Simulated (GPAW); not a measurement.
**InP: equation of state with C09-vdW**

**Measured values to compare with.**

A printed reference work, data compilation reports, for a bulk crystal of InP: bulk modulus 71 GPa.

The system is InP.

```xyz
2
Lattice="0.0000 2.9305 2.9305 2.9305 0.0000 2.9305 2.9305 2.9305 0.0000" Properties=species:S:1:pos:R:3 pbc="T T T"
In    0.0000    0.0000    0.0000
P     4.3957    4.3957    4.3957
```

```yaml
Program: GPAW 26.7.0
Task: equation of state
Functional: C09-vdW
Potentials_or_basis: GPAW PAW data sets (gpaw-data 1.2.1)
Cutoff: 600 eV
Basis: pw
k_mesh: 6 × 6 × 6
Occupations: fermi-dirac, width 0.05 eV
Spin: no spin polarisation
```

| Item | Value |
| --- | --- |
| Equilibrium volume | 25.66 Å³/atom |
| Bulk modulus | 67 GPa |
| Pressure derivative of the bulk modulus | 4.6 |

Energy against volume, from the lowest point:
```csv
volume (Å³/atom),energy (meV/atom)
23.657,37.72
24.160,20.33
24.663,8.61
25.167,2.00
25.670,0.00
26.173,2.09
26.677,7.85
```

Wall time 55 s on 1 thread of Arm Neoverse V2, on a shared host, peak memory 0.33 GiB.

Measured bulk modulus of InP: 71 GPa (a printed reference work, data compilation). This calculation gives 67 GPa (-6.0 %). The fit is for a static lattice scaled at fixed shape and fixed fractional positions.

Caveat: the PAW data sets were made with another functional, which shifts forces and pressure a little.
